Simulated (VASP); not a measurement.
# Ge (Fd-3m) in VASP: further runs, part 2 of 2

VASP 6.6.1. Earlier steps stand in the parts before.

**3. Single point, PBE**

Input file INCAR:

```
ALGO = Normal ; EDIFF = 1E-6
ENCUT = 520 ; GGA = PE
ISIF = 2 ; ISMEAR = 0
LASPH = True ; LCHARG = False
LREAL = False ; LWAVE = False
NBANDS = 21 ; NELM = 80
PREC = Accurate ; SIGMA = 0.017
```

Input file KPOINTS:

```
k-points
0
Gamma
  8 8 8
```

Input file POSCAR:

```
Ge
1.0
    0.0000000000      2.8289100000      2.8289100000
    2.8289100000      0.0000000000      2.8289100000
    2.8289100000      2.8289100000      0.0000000000
Ge
2
Direct
    0.7500000000      0.7500000000      0.7500000000
    0.5000000000      0.5000000000      0.5000000000
```

Potentials or basis: VASP PAW PBE potentials, release 64 (Ge_d).

Started as:

```bash
> cat potpaw_PBE.64/Ge_d/POTCAR > POTCAR
> mpirun -np 1 vasp_std > vasp.out
```

OUTCAR:

```text
EDIFF = 1E-6
   ENCUT = 520
   GGA = PE
   ISIF = 2
   ISMEAR = 0
   LASPH = True
   LREAL = False
   NELM = 80
   PREC = Accurate

 ion  position               nearest neighbor table
   1  0.750  0.750  0.750-   2 2.45   2 2.45   2 2.45   2 2.45
   2  0.500  0.500  0.500-   1 2.45   1 2.45   1 2.45   1 2.45

  LATTYP: Found a face centered cubic cell.
 ALAT       =     5.6578200000

  Lattice vectors:

 A1 = (   0.0000000000,   2.8289100000,   2.8289100000)
[... 766 lines left out ...]
------------------------ aborting loop because EDIFF is reached ----------------------------------------

  FORCE on cell =-STRESS in cart. coord.  units (eV):
  Direction    XX          YY          ZZ          XY          YZ          ZX
  --------------------------------------------------------------------------------------
  -------------------------------------------------------------------------------------
  Total        0.9827516      0.9827516      0.9827516     -0.0000000      0.0000000      0.0000000
  in kB       34.7749862     34.7749862     34.7749862     -0.0000000      0.0000000      0.0000000
  external PRESSURE =      34.7749862 kB  Pullay stress =       0.0000000 kB

 VOLUME and BASIS-vectors are now :
 -----------------------------------------------------------------------------
  energy-cutoff  :      520.00
  volume of cell :       45.28
      direct lattice vectors                 reciprocal lattice vectors
     0.000000000  2.828910000  2.828910000    -0.176746521  0.176746521  0.176746521
     2.828910000  0.000000000  2.828910000     0.176746521 -0.176746521  0.176746521
     2.828910000  2.828910000  0.000000000     0.176746521  0.176746521 -0.176746521

 POSITION                                       TOTAL-FORCE (eV/Angst)
 -----------------------------------------------------------------------------------
      4.24336      4.24336      4.24336        -0.000000     -0.000000     -0.000000
      2.82891      2.82891      2.82891         0.000000      0.000000      0.000000
 -----------------------------------------------------------------------------------
    total drift:                                0.000000     -0.000000     -0.000000

  FREE ENERGIE OF THE ION-ELECTRON SYSTEM (eV)
  ---------------------------------------------------
  free  energy   TOTEN  =        -8.9988368395 eV

  energy  without entropy=       -8.9988146281  energy(sigma->0) =       -8.99882573
```

OSZICAR:

```text
N       E                     dE             d eps       ncg     rms          rms(c)
DAV:   1     0.201081596720E+03    0.20108E+03   -0.14618E+04  1390   0.365E+03
DAV:   2     0.203043843127E+02   -0.18078E+03   -0.17521E+03  1218   0.652E+02
DAV:   3    -0.810918721578E+01   -0.28414E+02   -0.28254E+02  1363   0.147E+02
DAV:   4    -0.907114882631E+01   -0.96196E+00   -0.96136E+00  1403   0.317E+01
DAV:   5    -0.908691812326E+01   -0.15769E-01   -0.15769E-01  1343   0.452E+00    0.321E+00
DAV:   6    -0.902782155415E+01    0.59097E-01   -0.22086E-02  1419   0.144E+00    0.190E+00
DAV:   7    -0.899690306635E+01    0.30918E-01   -0.48273E-02  1360   0.195E+00    0.148E-01
DAV:   8    -0.899860509053E+01   -0.17020E-02   -0.57975E-03  1378   0.905E-01    0.441E-02
DAV:   9    -0.899882003509E+01   -0.21494E-03   -0.25204E-04  1368   0.170E-01    0.141E-02
DAV:  10    -0.899883472557E+01   -0.14690E-04   -0.31438E-05  1391   0.655E-02    0.623E-03
DAV:  11    -0.899883670803E+01   -0.19825E-05   -0.51544E-06  1147   0.311E-02    0.200E-03
DAV:  12    -0.899883683951E+01   -0.13148E-06   -0.25174E-07   951   0.601E-03
   1 F= -.89988368E+01 E0= -.89988257E+01  d E =-.222114E-04
```

stdout:

```text
POSCAR found type information on POSCAR Ge
 POSCAR found :  1 types and       2 ions
 scaLAPACK will be used
 LDA part: xc-table for (Slater+PW92), standard interpolation
 POSCAR, INCAR and KPOINTS ok, starting setup
 FFT: planning ... GRIDC
 FFT: planning ... GRID_SOFT
 FFT: planning ... GRID
 WAVECAR not read
 entering main loop
```

It took 20 s on 1 thread of Intel Xeon Platinum 8375C at 2.90GHz (Ice Lake), shared host; peak memory 0.17 GiB.

What came out:

| Item | Value |
| --- | --- |
| Free energy | -8.9988 eV |
| Pressure | 3.5 GPa |
| Band gap on the k mesh | 0.03 eV, direct |

**4. For comparison**

An earlier run on the cell as given: functional PBEsol; potentials or basis VASP PAW PBE potentials, release 64 (Ge_d); cutoff 520 eV; k mesh 8 × 8 × 8; occupations fermi-dirac, width 0.05 eV; no spin polarisation.

- Pressure: 0.5 GPa
- Band gap on the k mesh: none (metal or under the smearing width)

**5. The runs side by side**

```csv
task,level,spin,cell,k mesh,cutoff (eV),smearing,optimiser,ladder,gap on the mesh (eV),pressure (GPa)
relaxation of cell and atoms,PBE+D3(BJ),"SOC, no magnetisation",relaxed,6 × 6 × 6,600,gaussian 0.1 eV,vasp,-,-,0.0
single point,PBE,off,as given,8 × 8 × 8,520,gaussian 0.017 eV,-,-,0.03,3.5
single point,PBEsol,off,as given,8 × 8 × 8,520,fermi-dirac 0.05 eV,-,free,none,0.5
```

Alike in all rows: potentials or basis VASP PAW PBE potentials, release 64 (Ge_d).

Caveats: the PAW data sets were made with another functional, which shifts forces and pressure a little (some runs); this crystal is a semiconductor, whose small gap the functional closes, so the metal is an error of the method (some runs).

Absolute energies hang on the potentials; compare differences alone.

**6. Against experiment**

Step 2. The cell as given is a measured one (22.64 Å³/atom); PBE+D3(BJ) puts the equilibrium volume +2.4 % from it, thermal expansion not counted.

Step 3. Against the measured gap of Ge, 0.807 eV (direct; 300 K; “Electronic and optical properties of SixGe1-x-ySny alloys lattice-matched to Ge”, 2021, arxiv:2109.02782), the calculated 0.03 eV is off by -0.77 eV. 3 values of this kind are on record (0.666 to 0.807 eV); this one was drawn at random among those near their median. Spin-orbit coupling on Ge is left out. The value is that of PBE on a finite k mesh, which can miss the band edges, without temperature or zero-point motion. Semilocal functionals fall short of measured gaps as a rule.
